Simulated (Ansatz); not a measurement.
# Ionic part of the dielectric constant of NaCl, mode by mode

Computed with DFT PBE, scalar-relativistic, plane waves, PAW in Ansatz. Settings: 420 eV plane-wave cutoff, Γ-centred 10×10×10 mesh, fixed occupations. No spin polarisation. Phonons by linear response, acoustic sum rule imposed.

Space group I4_1md (No. 109), tetragonal, a = 3.702 Å, c = 13.652 Å. Na is surrounded by 6 Cl at 2.87–2.90 Å; around Cl lie 6 Na at 2.87–2.90 Å.

The cell was found from a structure generator's guess, not taken from experiment.

The primitive cell has V = 93.53 Å³ and ε∞,xx = 2.503. Each polar mode adds Δε = (4.92064×10⁷/V)·S/ν² along x, with S its oscillator strength in e²/amu, ν in cm⁻¹ and V in Å³.

Q: From these modes, find each Δε and ε0,xx.
```json
{"ν (cm⁻¹)": "64.92", "S_xx (e²/amu)": "0.00069"}
{"ν (cm⁻¹)": "126.19", "S_xx (e²/amu)": "0.00704"}
{"ν (cm⁻¹)": "139.53", "S_xx (e²/amu)": "0.1782"}
```

A:
```json
{"ν (cm⁻¹)": "64.92", "Δε": "0.09"}
{"ν (cm⁻¹)": "126.19", "Δε": "0.23"}
{"ν (cm⁻¹)": "139.53", "Δε": "4.82"}
```

The sum is 5.14, so ε0,xx = 7.64; the run's tensor has 7.64.

Q: Where do the longitudinal modes lie for a wave vector along x?

A: At 65.22, 126.68, 241.62 cm⁻¹. The Lyddane–Sachs–Teller product Π(ν_LO/ν_TO)² = 3.05 agrees with ε0/ε∞ = 3.05.
